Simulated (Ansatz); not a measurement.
# CsI: how the settings move a single-point run

How sensitive is a single-point run of CsI to its settings? A reference run comes first, then three runs with altered input.

Computed with Ansatz 0.2.0 (reference: DFT, PBE, plane waves, PAW, unless a step's input says otherwise).

### Step 1. The system as given

It takes space group Pm-3m (No. 221, cubic). The conventional cell has a = 4.608 Å, b = 4.608 Å, c = 4.608 Å, α = 90.00°, β = 90.00°, γ = 90.00°. Around Cs (site symmetry m-3m) lie 8 I at 3.99 Å. I (site symmetry m-3m) has 8 Cs at 3.99 Å as nearest neighbours.

As a file:

```xyz
2
Lattice="4.6081 0.0000 0.0000 0.0000 4.6081 0.0000 0.0000 0.0000 4.6081" Properties=species:S:1:pos:R:3 pbc="T T T"
Cs    0.0000    0.0000    0.0000
I     2.3040    2.3040    2.3040
```

### Step 2. Baseline

The input, input.yaml:

```yaml
crystal:
  lattice:
    - [4.6080831759, 0.0, 0.0]
    - [0.0, 4.6080831759, 0.0]
    - [0.0, 0.0, 4.6080831759]
  atoms:
    - { symbol: Cs, position: [0.0, 0.0, 0.0] }
    - { symbol: I, position: [0.5, 0.5, 0.5] }
kpoints:
  mp_grid: { grid: [4, 4, 4] }
hamiltonian:
  xc: pbe
scf:
  occupations: { method: fixed }
  n_extra_bands: 4
output:
  forces: true
  stress: true
  eigenvalues: true
```

Started as:

```sh
$ ansatz run input.yaml --threads 4 --pin off --max-ram 3686MiB --backend cpu --events-out ev --progress --plain --runs-dir out
```

### Step 3. Changed: ecutwfc 750

Edit input.yaml of step 2 so:

```diff
@@ -19 +19,3 @@
   eigenvalues: true
+basis:
+  ecutwfc: 750
```

### Step 4. Changed: exchange pbe, correlation pbe, coeff 0.4, omega 0.5

Edit input.yaml of step 2 so:

```diff
@@ -11,3 +11,3 @@
 hamiltonian:
-  xc: pbe
+  xc: { exchange: pbe, correlation: pbe, exx: { coeff: 0.4, omega: 0.5 } }
 scf:
```

### Step 5. Variant: exchange pbe, correlation pbe, coeff 0.4, omega 0.2078

Edit input.yaml of step 2 so:

```diff
@@ -11,3 +11,6 @@
 hamiltonian:
-  xc: pbe
+  xc:
+    exchange: pbe
+    correlation: pbe
+    exx: { coeff: 0.4, omega: 0.2078 }
 scf:
```

**Question.** What will these runs give? Wanted: for each run, ending; energy change; pressure; gap; force.

The runs gave:

```
                                                      run     ending   energy change  pressure (GPa)  gap (eV)  force (eV/Å)  cycles   time
                                                reference  converged               0             0.4      3.80          0.00       6    1 s
                                           1: ecutwfc 750  converged   -0.6 meV/atom             0.4      3.80          0.00       6  1.9 s
   2: exchange pbe, correlation pbe, coeff 0.4, omega 0.5  converged  not comparable             0.2      4.58          0.00      11   24 s
3: exchange pbe, correlation pbe, coeff 0.4, omega 0.2078  converged  not comparable             0.1      5.41          0.00      10   23 s
```

Residual by cycle in the longest SCF loop of each run; runs are numbered as in the table. The quantity is the density residual dr2, in eV.

```
cycle  reference   run 1    run 2    run 3
    1     6.7e-5  8.8e-5  0.00305  0.00566
    2     3.6e-5  5.3e-5   6.3e-4  0.00165
    3     3.7e-6  1.4e-5   8.6e-5   2.8e-4
    4     1.2e-7  7.5e-7   7.8e-6   3.6e-5
    5     8.7e-9  7.4e-8   6.6e-7   4.3e-6
    6    4.6e-10  4.5e-9        -        -
```

«ecutwfc 750» moves the energy by -0.6 meV/atom. Of the variants the dearest is «exchange pbe, correlation pbe, coeff 0.4, omega 0.5» (24 s), the cheapest «ecutwfc 750» (1.9 s), on a shared host. The gap of the reference lacks spin-orbit coupling, though the cell holds I and Cs.
